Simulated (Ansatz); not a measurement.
## MnO2 and the effect of the starting magnetic order

The structure is trigonal, space group P-3m1 (No. 164). The conventional cell has a = 2.857 Å, b = 2.857 Å, c = 4.601 Å, α = 90.00°, β = 90.00°, γ = 120.00°. Mn (site symmetry -3m) has 6 O at 1.90 Å as nearest neighbours. O (site symmetry 3m) is surrounded by 3 Mn at 1.90 Å.

Measurements of this composition are mostly on another form, of space group No. 136.

Kept alike: task single point; functional PBEsol; k mesh 11 × 11 × 6; occupations fermi-dirac, width 0.05 eV. Program: Ansatz, Ansatz PAW, cutoff 420 eV. The mesh is that of the run's cell of 3 atoms. No spin-orbit coupling.

| starting magnetic order | largest site moment (μB) | moment of the cell (μB) | free energy over the lowest row (meV/atom) |
| --- | --- | --- | --- |
| ferromagnetic start, larger moments | 2.49 | 3.00 | 0.00 |
| fm | 2.49 | 3.00 | 0.00 |
| random | 2.49 | 3.00 | 0.00 |
| spin off | 0.00 | 0.00 | 360.21 |

Moments of the cell are magnitudes, and a label names the start alone. The runs hold the magnetic state that their start led to, which needn't be the lowest. The row without spin has no moments by construction. Site moments count inside each atom's sphere or projector. All rows use potentials made for PBE.

**Question.** What does the starting magnetic order change here?

**Answer.** The largest site moment runs from 0.00 (spin off) to 2.49 μB (ferromagnetic start, larger moments; fm; random). The moment of the cell runs from 0.00 (spin off) to 3.00 μB (ferromagnetic start, larger moments; fm; random). The free energy is lowest at ferromagnetic start, larger moments; fm; random, and 360.21 meV an atom higher at spin off. Starts that end at one energy have found one state: ferromagnetic start, larger moments; fm; random.
